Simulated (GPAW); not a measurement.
**PtTe and the effect of the Hubbard U on Pt d**

```cif
data_structure
_symmetry_space_group_name_H-M 'P6_3/mmc'
_symmetry_Int_Tables_number 194
_cell_length_a 4.2629
_cell_length_b 4.2629
_cell_length_c 5.6618
_cell_angle_alpha 90.000
_cell_angle_beta 90.000
_cell_angle_gamma 120.000
_cell_volume 89.10
loop_
_atom_site_label
_atom_site_type_symbol
_atom_site_symmetry_multiplicity
_atom_site_Wyckoff_symbol
_atom_site_fract_x
_atom_site_fract_y
_atom_site_fract_z
_atom_site_occupancy
Pt1 Pt 2 a 0.00000 0.00000 0.00000 1
Te1 Te 2 c 0.33333 0.66667 0.25000 1
```

Measurements of this composition are mostly on another form, of space group No. 166.

Kept alike: task band structure; functional PBEsol; k mesh 5 × 5 × 4; occupations fermi-dirac, width 0.05 eV; no spin polarisation. Program: GPAW, PAW data sets generated for this functional, cutoff 600 eV. The mesh is that of the run's cell of 4 atoms. No spin-orbit coupling.

```csv
"Hubbard U on Pt d, U (eV)",pressure (GPa)
0,-5.86
1,-6.28
2,?
3,-7.05
4,-7.39
6,-8.04
8,-8.64
```

Pressure is positive in compression; the values hold the error of the finite cutoff, so their zero can differ a little from the energy's minimum. U acts here on a shell without spin polarisation. For a metal such a mesh leaves the last digits unconverged. How U acts hangs on the program's projectors.

Task: Fit the rows shown and predict the run at 2 eV.

Result: A least-squares parabola through the rows shown is pressure = 0.009 U² - 0.418 U - 5.866 (largest miss 0.011); at U = 2 it gives -6.67 GPa. The run gave: pressure -6.68 GPa.
